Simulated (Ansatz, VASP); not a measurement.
## Ag: VASP beside Ansatz

```xyz
1
Lattice="0.0000 2.0563 2.0563 2.0563 0.0000 2.0563 2.0563 2.0563 0.0000" Properties=species:S:1:pos:R:3 pbc="T T T"
Ag    0.0000    0.0000    0.0000
```

Change from the starting cell: volume scaled by 1.02.

Alike in both runs: task single point; functional PBE; k mesh 11 × 11 × 11; occupations fermi-dirac, width 0.05 eV; no spin polarisation.

|  | VASP | Ansatz |
| --- | --- | --- |
| version | VASP 6.6.1 | Ansatz 0.2.0 |
| potentials or method | VASP PAW PBE potentials, release 64 (Ag) | Ansatz PAW |
| plane-wave cutoff (eV) | 520 | 420 |
| valence electrons in the cell | 11 | 19 |

Ansatz gave:

| Item | Value |
| --- | --- |
| gap on the k mesh at the Fermi level (eV) | none |
| pressure (GPa) | 2.2 |

**Question.** Estimate VASP's values.

**Answer.** gap on the k mesh at the Fermi level (eV): none; pressure (GPa): 2.1.

A gap of «none» marks a metal or a gap that the smearing closes. With one functional, cell and mesh, what is left measures potentials, basis and numerics. The two sets of potentials don't hold the same shells in valence.
